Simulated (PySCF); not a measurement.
## C5H5N: calculation against experiment

**Measured values to compare with.**

From NIST CCCBDB Release 22 (SRD 101), experimental dipoles, for the gas: dipole moment (microwave Stark effect) 2.19 D.

From NIST CCCBDB Release 22 (SRD 101), experimental polarizabilities, for the gas: mean polarisability 9.493 Å³.

From Chong, Molecules 2021, 26, 1947 (electron spectra of vapor-phase indole and four azaindoles), for the gas: N 1s binding energy of N4 404.88 eV.

CORE65 (Golze, Keller, Rinke, J. Phys. Chem. Lett. 2020, 11, 1840), as tabulated in Jana, Herbert, J. Chem. Phys. 2023, 158, 094111, SI lists, for the gas: N 1s binding energy of N4 404.82 eV.

How close the calculation comes is told at the end.

C5H5N.
Atom-mapped SMILES: `[cH:1]1[cH:2][cH:3][n:4][cH:5][cH:6]1` (hydrogens: H7 on C1; H8 on C2; H9 on C3; H10 on C5; H11 on C6)

Structure used (PBE0-D3(BJ)/def2-TZVP), in Å, numbered top down from 1:
```
atom  x, y, z in Å
C1     0.124    0.908    0.795
C2     1.189    0.387    0.080
C3     0.961   -0.707   -0.742
N4    -0.227   -1.286   -0.885
C5    -1.240   -0.776   -0.194
C6    -1.120    0.314    0.656
H7     0.260    1.762    1.449
H8     2.181    0.816    0.155
H9     1.776   -1.140   -1.317
H10   -2.202   -1.265   -0.324
H11   -1.984    0.685    1.194
```

The PySCF runs (gas phase, on this PBE0-D3(BJ)/def2-TZVP geometry; non-relativistic but for the core-level run):

| level | job | basis functions |
| --- | --- | --- |
| PBE0-D3(BJ)/def2-TZVP, grid level 2 | geometry optimisation from a GFN2-xTB start shaken at random | 216 |
| B97-2/pcSseg-2 | shieldings, ring-centre shieldings | 286 |
| PBE0/pcSseg-2 | shieldings, ring-centre shieldings, charges and field gradients, density and orbital grids written | 286 |
| wB97X-D/pcSseg-2 | shieldings, ring-centre shieldings | 286 |
| CAM-B3LYP/aug-cc-pVTZ | 10 singlets by full TDDFT, 4 Tamm–Dancoff triplets, polarisability | 391 |
| PBE0/aug-cc-pVTZ | 10 singlets by full TDDFT, 4 Tamm–Dancoff triplets, polarisability, dynamic polarisability, density and orbital grids written | 391 |
| wB97X-D/aug-cc-pVTZ | 10 singlets by full TDDFT, 4 Tamm–Dancoff triplets, polarisability, ΔSCF ions | 391 |
| PBE0/pcJ-2 | spin–spin couplings from 11 perturbed nuclei, spin–dipole term for 1 of them | 426 |
| delta-SCF UKS SCAN, pcX-3 on the ionised atom, pcseg-2 elsewhere, spin-free X2C | ΔSCF core ionisation, 4 holes | 304 |

**Comparison with experiment**

**Dipole moment.** Measured: 2.19 D (NIST CCCBDB Release 22 (SRD 101), experimental dipoles).

```csv
level,computed (D),computed − measured (D),% (from the printed values)
PBE0-D3(BJ)/def2-TZVP,2.22,+0.03,+1
B97-2/pcSseg-2,2.24,+0.05,+2
PBE0/pcSseg-2,2.26,+0.07,+3
wB97X-D/pcSseg-2,2.29,+0.10,+5
CAM-B3LYP/aug-cc-pVTZ,2.30,+0.11,+5
PBE0/aug-cc-pVTZ,2.24,+0.05,+2
wB97X-D/aug-cc-pVTZ,2.28,+0.09,+4
PBE0/pcJ-2,2.25,+0.06,+3
```

8 of the 11 levels run are shown, the closest and the furthest among them. Closest is PBE0-D3(BJ)/def2-TZVP (+0.03 D), furthest CAM-B3LYP/aug-cc-pVTZ (+0.11 D); one molecule doesn't rank methods. The computed dipoles belong to one fixed geometry; measured ones are averaged over vibrations unless marked μe. Magnitudes are compared, not signs.

**Mean polarisability.** Measured: 9.493 Å³ (NIST CCCBDB Release 22 (SRD 101), experimental polarizabilities).

```
                level  computed (Å³)  computed − measured (Å³)  % (from the printed values)
CAM-B3LYP/aug-cc-pVTZ          9.335                    -0.158                           -2
     PBE0/aug-cc-pVTZ          9.335                    -0.158                           -2
  wB97X-D/aug-cc-pVTZ          9.335                    -0.158                           -2
```

All 3 levels lie below the measurement. The computed values are static and purely electronic, with core orbitals frozen in the response (1 au = 0.148185 Å³). The table of measured values doesn't say here whether a value is static or optical, or holds a vibrational part.

**Core binding energies.** Delta-SCF UKS SCAN, pcX-3 on the ionised atom, pcseg-2 elsewhere, spin-free X2C (PySCF).

```csv
level and atom,computed (eV),measured (eV),computed − measured (eV)
"N 1s, N4",404.52,404.88 and 404.82,-0.36
```

Sources, in the order of the opening: Chong, Molecules 2021, 26, 1947 (electron spectra of vapor-phase indole and four azaindoles); CORE65 (Golze, Keller, Rinke, J. Phys. Chem. Lett. 2020, 11, 1840), as tabulated in Jana, Herbert, J. Chem. Phys. 2023, 158, 094111, SI. The computed values are vertical, without vibrational structure; measured positions hang on the energy calibration. 

The geometry is computed, not the measured one. Where a level misses, the cause wasn't examined.
